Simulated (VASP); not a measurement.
# NaCl (Fm-3m) in VASP: single point with HSE06

Aim: the single point of NaCl with HSE06.

Program: VASP 6.6.1. These are calculated values, not measurements. Logs are shortened: lines on timing, memory, paths and dates and some standing lists are left out, and cuts for length are marked.

### 1 The crystal as given

It takes space group Fm-3m (No. 225, cubic). The conventional cell has a = 5.607 Å, b = 5.607 Å, c = 5.607 Å, α = 90.00°, β = 90.00°, γ = 90.00°. Na (site symmetry m-3m) is surrounded by 6 Cl at 2.80 Å. Around Cl (site symmetry m-3m) lie 6 Na at 2.80 Å.

### 2 Single point, HSE06

POSCAR

```
NaCl
1.0
    0.0000000000      2.8036200000      2.8036200000
    2.8036200000      0.0000000000      2.8036200000
    2.8036200000      2.8036200000      0.0000000000
Na Cl
1 1
Direct
    0.0000000000      0.0000000000      0.0000000000
    0.5000000000      0.5000000000      0.5000000000
```

INCAR.step1

```
PREC = Accurate
ENCUT = 520
EDIFF = 1E-5
ISMEAR = 0
SIGMA = 0.02
LREAL = False
LASPH = True
NELM = 60
ALGO = Normal
ISIF = 2
LWAVE = True
LCHARG = False
GGA = PE
```

INCAR.step2

```
PREC = Accurate
ENCUT = 520
EDIFF = 1E-6
ISMEAR = 0
SIGMA = 0.02
LREAL = False
LASPH = True
NELM = 60
ALGO = Normal
ISIF = 2
LWAVE = False
LCHARG = False
GGA = PE
LHFCALC = True
HFSCREEN = 0.2
PRECFOCK = Fast
ISTART = 1
```

KPOINTS

```
regular mesh
0
Gamma
  6 6 6
```

Potentials or basis: VASP PAW PBE potentials, release 64 (Na_pv, Cl).

The run is started by

```sh
cat potpaw_PBE.64/Na_pv/POTCAR potpaw_PBE.64/Cl/POTCAR > POTCAR
cp INCAR.step1 INCAR
mpirun -np 1 vasp_std > vasp.out
cp INCAR.step2 INCAR
mpirun -np 1 vasp_std > vasp.out
```

OUTCAR:

```text
PREC = Accurate
   ENCUT = 520
   EDIFF = 1E-6
   ISMEAR = 0
   LREAL = False
   LASPH = True
   NELM = 60
   ISIF = 2
   GGA = PE
   LHFCALC = True
   HFSCREEN = 0.2
   PRECFOCK = Fast
   ISTART = 1

 ion  position               nearest neighbor table
   1  0.000  0.000  0.000-
   2  0.500  0.500  0.500-

  LATTYP: Found a face centered cubic cell.
 ALAT       =     5.6072400000

  Lattice vectors:

 A1 = (   0.0000000000,   2.8036200000,   2.8036200000)
 A2 = (   2.8036200000,   0.0000000000,   2.8036200000)
 A3 = (   2.8036200000,   2.8036200000,   0.0000000000)

Analysis of symmetry for initial positions (statically):
=====================================================================
 Subroutine PRICEL returns:
 Original cell was already a primitive cell.

 Routine SETGRP: Setting up the symmetry group for a
 face centered cubic supercell.

 Subroutine GETGRP returns: Found 48 space group operations
 (whereof 48 operations were pure point group operations)
 out of a pool of 48 trial point group operations.

The static configuration has the point symmetry O_h .

Analysis of symmetry for dynamics (positions and initial velocities):
=====================================================================
 Subroutine PRICEL returns:
 Original cell was already a primitive cell.

 Routine SETGRP: Setting up the symmetry group for a
 face centered cubic supercell.

 Subroutine GETGRP returns: Found 48 space group operations
 (whereof 48 operations were pure point group operations)
 out of a pool of 48 trial point group operations.

The dynamic configuration has the point symmetry O_h .

 Subroutine INISYM returns: Found 48 space group operations
 (whereof 48 operations are pure point group operations),
 and found     1 'primitive' translations

----------------------------------------------------------------------------------------

                                     Primitive cell

  volume of cell :      44.0745

  direct lattice vectors                    reciprocal lattice vectors
     0.000000000  2.803620000  2.803620000    -0.178340859  0.178340859  0.178340859
     2.803620000  0.000000000  2.803620000     0.178340859 -0.178340859  0.178340859
     2.803620000  2.803620000  0.000000000     0.178340859  0.178340859 -0.178340859

  length of vectors
     3.964917428  3.964917428  3.964917428     0.308895429  0.308895429  0.308895429
[... 88 lines left out ...]
   EFERMI_NEDOS =   21; number of points for ismear=-14 and -15
   IALGO  =     38    algorithm
   IMIX   =      1    mixing-type and parameters
     AMIX     =   0.40;   BMIX     =  1.00
     AMIX_MAG =   1.60;   BMIX_MAG =  1.00
  volume/ion in A,a.u.               =      22.04       148.71
  Fermi-wavevector in a.u.,A,eV,Ry     =   1.117005  2.110833 16.975984  1.247700
  Thomas-Fermi vector in A             =   2.253624
   LORBIT       =      0    0 simple, 1 ext, 2 COOP (PROOUT), +10 PAW based schemes
   GGA     = PE    functional components
   LHFCALC =     T    Hartree Fock is set to
   PRECFOCK=fast      Normal, Fast or Accurate (Low or Medium for compatibility)
   ENCUT4O =  -1.0   cutoff for four orbital integrals eV
   NKREDX  =     1    reduce k-point grid by
   NKREDY  =     1    reduce k-point grid by
   NKREDZ  =     1    reduce k-point grid by
   AEXX    =    0.2500 exact exchange contribution
   HFSCREEN=    0.2000 screening length (either q_TF or 0.3 A-1)
   HFSCREENC=   0.2000 screening length for correlation (either q_TF or 0.3 A-1)
   ENCUTFOCK=  -1.0 apply spherical cutoff to Coloumb kernel
   IVDW    =     0    specifies the selected vdW correction
   LEPSILON=     F    determine dielectric tensor
   LRPA    =     F    only Hartree local field effects (RPA)
 non-spin polarized calculation
 Gauss-broadening in eV      SIGMA  =   0.02
  energy-cutoff  :      520.00
  volume of cell :       44.07
 maximum number of plane-waves:      1243
 NGX is ok and might be reduce to    30
  NGX = 18; NGY = 18; NGZ = 18

 number of electron      14.0000003 magnetization

 Free energy of the ion-electron system (eV)
  ---------------------------------------------------
  ext. energy  EPLUGINS =         0.00000000
  ---------------------------------------------------
  free energy    TOTEN  =        -7.89261648 eV

  energy without entropy =       -7.89261648  energy(sigma->0) =       -7.89261648

 E-fermi :  -1.5154     XC(G=0):  -6.8446

 val. band max:       -1.6375401053   @ k =   0.0000   0.0000   0.0000
 cond. band min:       4.9318273435   @ k =   0.0000   0.0000   0.0000
 fundamental gap:      6.5693674489
 Fermi energy:        -1.5154083690

 k-point     1 :       0.0000    0.0000    0.0000
  band No.  band energies     occupation
      1     -24.4880      2.00000
      2     -24.4880      2.00000
      3     -24.4880      2.00000
      4     -15.5336      2.00000
      5      -1.6375      2.00000
      6      -1.6375      2.00000
      7      -1.6375      2.00000
      8       4.9318      0.00000
      9      11.0276      0.00000
     10      11.0276      0.00000
     11      11.0276      0.00000
[... 197 lines left out ...]
 k-point    16 :      -0.3333    0.5000    0.1667
  band No.  band energies     occupation
      1     -24.5052      2.00000
      2     -24.4991      2.00000
      3     -24.4976      2.00000
      4     -15.0797      2.00000
      5      -3.2187      2.00000
      6      -2.6418      2.00000
      7      -2.4197      2.00000
      8       8.3312      0.00000
      9       8.6818      0.00000
     10      10.4846      0.00000
     11      12.1676      0.00000

------------------------ aborting loop because EDIFF is reached ----------------------------------------

  FORCE on cell =-STRESS in cart. coord.  units (eV):
  Direction    XX          YY          ZZ          XY          YZ          ZX
  --------------------------------------------------------------------------------------
  -------------------------------------------------------------------------------------
  Total        0.1846940      0.1846940      0.1846940     -0.0000000     -0.0000000     -0.0000000
  in kB        6.7139181      6.7139181      6.7139181     -0.0000000     -0.0000000     -0.0000000
  external PRESSURE =       6.7139181 kB  Pullay stress =       0.0000000 kB

 VOLUME and BASIS-vectors are now :
 -----------------------------------------------------------------------------
  energy-cutoff  :      520.00
  volume of cell :       44.07
      direct lattice vectors                 reciprocal lattice vectors
     0.000000000  2.803620000  2.803620000    -0.178340859  0.178340859  0.178340859
     2.803620000  0.000000000  2.803620000     0.178340859 -0.178340859  0.178340859
     2.803620000  2.803620000  0.000000000     0.178340859  0.178340859 -0.178340859

 POSITION                                       TOTAL-FORCE (eV/Angst)
 -----------------------------------------------------------------------------------
      0.00000      0.00000      0.00000         0.000000     -0.000000      0.000000
      2.80362      2.80362      2.80362        -0.000000      0.000000     -0.000000
 -----------------------------------------------------------------------------------
    total drift:                                0.000001      0.000001      0.000001

  FREE ENERGIE OF THE ION-ELECTRON SYSTEM (eV)
  ---------------------------------------------------
  free  energy   TOTEN  =        -7.8926164770 eV

  energy  without entropy=       -7.8926164770  energy(sigma->0) =       -7.89261648
```

OSZICAR.step1:

```text
N       E                     dE             d eps       ncg     rms          rms(c)
DAV:   1     0.103184111128E+03    0.10318E+03   -0.74002E+03   352   0.126E+03
DAV:   2     0.203587311163E+01   -0.10115E+03   -0.93078E+02   414   0.297E+02
DAV:   3    -0.677707250176E+01   -0.88129E+01   -0.87631E+01   418   0.868E+01
DAV:   4    -0.696044823064E+01   -0.18338E+00   -0.18327E+00   411   0.138E+01
DAV:   5    -0.696460990637E+01   -0.41617E-02   -0.41614E-02   442   0.205E+00    0.216E+00
DAV:   6    -0.677581541073E+01    0.18879E+00   -0.37778E-01   417   0.417E+00    0.163E+00
DAV:   7    -0.676413847972E+01    0.11677E-01   -0.92079E-02   430   0.208E+00    0.109E+00
DAV:   8    -0.676968905607E+01   -0.55506E-02   -0.95295E-03   364   0.105E+00    0.251E-01
DAV:   9    -0.676962452161E+01    0.64534E-04   -0.19859E-04   433   0.140E-01    0.133E-01
DAV:  10    -0.676976092892E+01   -0.13641E-03   -0.30049E-04   364   0.161E-01    0.477E-02
DAV:  11    -0.676975349479E+01    0.74341E-05   -0.19009E-05   345   0.455E-02
   1 F= -.67697535E+01 E0= -.67697535E+01  d E =-.117710E-15
```

Wall time 5.5 min (1 thread of Intel Xeon Platinum 8488C (Sapphire Rapids), shared host); peak memory 0.27 GiB.

Results:

| Property | Result |
| --- | --- |
| Free energy | -7.8926 eV |
| Pressure | 0.7 GPa |
| Band gap on the k mesh | 6.57 eV, direct |

Levels at points of the mesh, in eV from the valence-band top:
```csv
k point,band 5,band 6,band 7,band 8,band 9,band 10
"(0.00, 0.00, 0.00)",0.00,0.00,0.00,6.57,12.67,12.67
"(0.50, 0.00, 0.00)",-2.10,-0.29,-0.29,8.68,12.42,12.57
"(0.50, 0.50, 0.00)",-1.83,-0.66,-0.66,9.07,9.42,13.05
```

Caveat: the PAW data sets were made with another functional, which shifts forces and pressure a little.
